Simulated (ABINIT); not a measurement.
The system is TePb.

```
Pb Te
1.0
     0.00000    3.23100    3.23100
     3.23100    0.00000    3.23100
     3.23100    3.23100    0.00000
Pb Te
1 1
Cartesian
  0.0000 0.0000 0.0000
  3.2310 3.2310 3.2310
```

Base run:

| Property | Result |
| --- | --- |
| Program | ABINIT 10.8.3 (patched build) |
| Functional | RPBE |
| Potentials or basis | JTH PAW PBE v2.0 sp |
| Cutoff | 408 eV |
| k mesh | 7 × 7 × 7 |
| Occupations | fermi-dirac, width 0.05 eV |
| Spin | no spin polarisation |

Its results: pressure 3.7 GPa.

Q: After a change of settings the same cell gave: pressure 3.0 GPa. Which change was it?
A. functional from RPBE to OLYP
B. functional from RPBE to LDA-Teter; potentials or basis from JTH PAW PBE v2.0 sp to JTH PAW LDA v2.0 sp
C. functional from RPBE to LDA-VWN; potentials or basis from JTH PAW PBE v2.0 sp to JTH PAW LDA v2.0 sp
D. functional from RPBE to PBEsol; spin from no spin polarisation to spin-orbit coupling, no magnetisation

A: A.

Caveats: the PAW data sets were made with another functional, which shifts forces and pressure a little; this set keeps more shells in the core, which shifts pressures and gaps.

Runs at the PBE level aren't shown here.
